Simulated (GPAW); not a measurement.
LiCl:

```
Cl Li
1.0
     0.00000    2.56477    2.56477
     2.56477    0.00000    2.56477
     2.56477    2.56477    0.00000
Cl Li
1 1
Cartesian
  2.5648 2.5648 2.5648
  0.0000 0.0000 0.0000
```

Base run:

* Program: GPAW 26.7.0
* Functional: PBEsol
* Potentials or basis: PAW data sets generated in the run's folder for this functional
* Cutoff: 800 eV
* Basis: pw
* k mesh: 9 × 9 × 9
* Occupations: fermi-dirac, width 0.05 eV
* Spin: no spin polarisation

Its results: band gap on the k mesh 6.12 eV, direct; pressure -1.2 GPa.

The run is repeated on the same cell with these changes: functional from PBEsol to BLYP. What comes out?

Band gap on the k mesh 6.47 eV, direct; pressure 1.7 GPa.

BLYP binds less tightly than PBEsol, so the same cell stands under more pressure.

Caveats: an odd mesh through Γ misses points on the zone boundary, where band edges often lie (some runs).

Not every run made on this cell is shown here.
